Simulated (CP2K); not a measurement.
# Hf in CP2K: the effect of dispersion

Hf:

```xyz
1
Lattice="3.1264 0.0000 0.0000 -1.0421 2.9476 0.0000 -1.0421 -1.4738 2.5527" Properties=species:S:1:pos:R:3 pbc="T T T"
Hf    0.0000    0.0000    0.0000
```

This isn't the form of Hf at room conditions, which is hcp.

Alike in all runs:

```yaml
Program: CP2K 2026.2
Task: single point
Functional: PBE
Potentials_or_basis: POTENTIAL_UZH Hf GTH-PBE-q12; TZVP-MOLOPT-PBE-GTH basis
Density_cutoff: 6123 eV
k_mesh: 10 × 10 × 10
Occupations: fermi-dirac, width 0.05 eV
Spin: no spin polarisation
```

```csv
dispersion,pressure (GPa)
none,?
D3,-8.0
D3(BJ),-7.5
D4,-5.9
rVV10,-5.4
D3(BJ)+ATM,-7.3
```

Question: What does the run with dispersion none give?

Answer: Pressure -4.5 GPa.

Caveats: the basis of atomic orbitals isn't converged, which shifts pressures, moduli and gaps; pairwise dispersion overbinds metals, which lowers pressure and volume (some runs).
